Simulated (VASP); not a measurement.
A run of VASP 6.6.1 is set up as follows.

INCAR

```
PREC = Accurate ; ENCUT = 600
EDIFF = 1E-6 ; ISMEAR = -1
SIGMA = 0.02 ; LREAL = False
LASPH = True ; NELM = 100
ALGO = Normal ; ISIF = 3
LWAVE = False ; LCHARG = False
GGA = PE ; IBRION = 2
NSW = 80 ; EDIFFG = -0.005
```

File KPOINTS:

```
regular mesh
0
Gamma
  8 8 8
```

Contents of POSCAR:

```
TlBr
1.0
    3.3003904822      0.0000000000      0.0000000000
    0.0000000000      3.3003904822      0.0000000000
    0.0000000000      0.0000000000      3.3003904822
Tl Br
1 1
Direct
    0.0000000000      0.0000000000      0.0000000000
    0.5000000000      0.5000000000      0.5000000000
```

Potentials or basis: VASP PAW PBE potentials, release 64 (Tl_d, Br).

Run with:

```sh
$ cat potpaw_PBE.64/Tl_d/POTCAR potpaw_PBE.64/Br/POTCAR > POTCAR
$ mpirun -np 1 vasp_std > vasp.out
```

Problem. Estimate the relaxed cell.

Solution. a = 4.047 Å, b = 4.047 Å, c = 4.047 Å, α = 90.00°, β = 90.00°, γ = 90.00°.

Problem. Predict the space group after relaxing (to 0.05 Å).

Solution. Pm-3m (No. 221).

The path:
```
step  energy change (eV)  largest force (eV/Å)  pressure (GPa)  volume (Å³)
   1              0.0000                0.0000           56.74        35.95
   2             -2.8551                0.0000           -2.51        80.28
   3             -2.9694                0.0000            1.54        62.26
   4             -2.9856                0.0000           -0.42        67.72
   5             -2.9874                0.0000           -0.03        66.44
   6             -2.9871                0.0000            0.20        65.71
   7             -2.9871                0.0000            0.21        65.71
   8             -2.9871                0.0000            0.19        65.72
   9             -2.9871                0.0000            0.19        65.72
  10             -2.9871                0.0000            0.19        65.72
  11             -2.9871                0.0000            0.19        65.72
  12             -2.9871                0.0000            0.19        65.72
  13             -2.9871                0.0000            0.19        65.72
  14             -2.9871                0.0000            0.20        65.72
  15             -2.9871                0.0000            0.20        65.72
  16             -2.9871                0.0000            0.22        65.73
  17             -2.9871                0.0000            0.19        65.74
  18             -2.9872                0.0000            0.18        65.76
  19             -2.9872                0.0000            0.16        65.80
  20             -2.9873                0.0000            0.13        65.88
  21             -2.9874                0.0000            0.07        66.04
  22             -2.9875                0.0000           -0.03        66.37
  23             -2.9875                0.0000            0.01        66.28
```

Caveat: the volume moved by over 15 % at a fixed basis, so the end points are rough.
